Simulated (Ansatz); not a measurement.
# CaO: relaxed-ion elastic tensor

All numbers below come from Ansatz 0.2.0, DFT PBE, scalar-relativistic, plane waves, PAW. Settings: 420 eV plane-wave cutoff, Γ-centred 8×8×8 mesh, fixed occupations. No spin polarisation.

Equilibrium structure at this level:
```
CELL_PARAMETERS angstrom
0.00000 2.41545 2.41545
2.41545 0.00000 2.41545
2.41545 2.41545 0.00000
ATOMIC_POSITIONS crystal
Ca 0.50000 0.50000 0.50000
O 0.00000 0.00000 0.00000
```

The cell has the rock salt type, in a space group that the Crystallography Open Database lists for this formula; it was reached from a generator's guess.

Q: Give the relaxed-ion elastic constants (GPa, Voigt order xx yy zz yz xz xy, on the Cartesian axes of the cell above).

A:
```
201.1  57.5  57.5   0.0   0.0   0.0
 57.5 201.1  57.5   0.0   0.0   0.0
 57.5  57.5 201.1   0.0   0.0   0.0
  0.0   0.0   0.0  75.8   0.0   0.0
  0.0   0.0   0.0   0.0  75.8   0.0
  0.0   0.0   0.0   0.0   0.0  75.8
```

Q: Is the crystal stable against homogeneous strain?

A: Yes: the least eigenvalue of the tensor is 75.8 GPa.

Q: And the moduli of a polycrystal (Hill averages)?

A: B = 105 GPa, G = 74 GPa, E = 180 GPa, ν = 0.22.
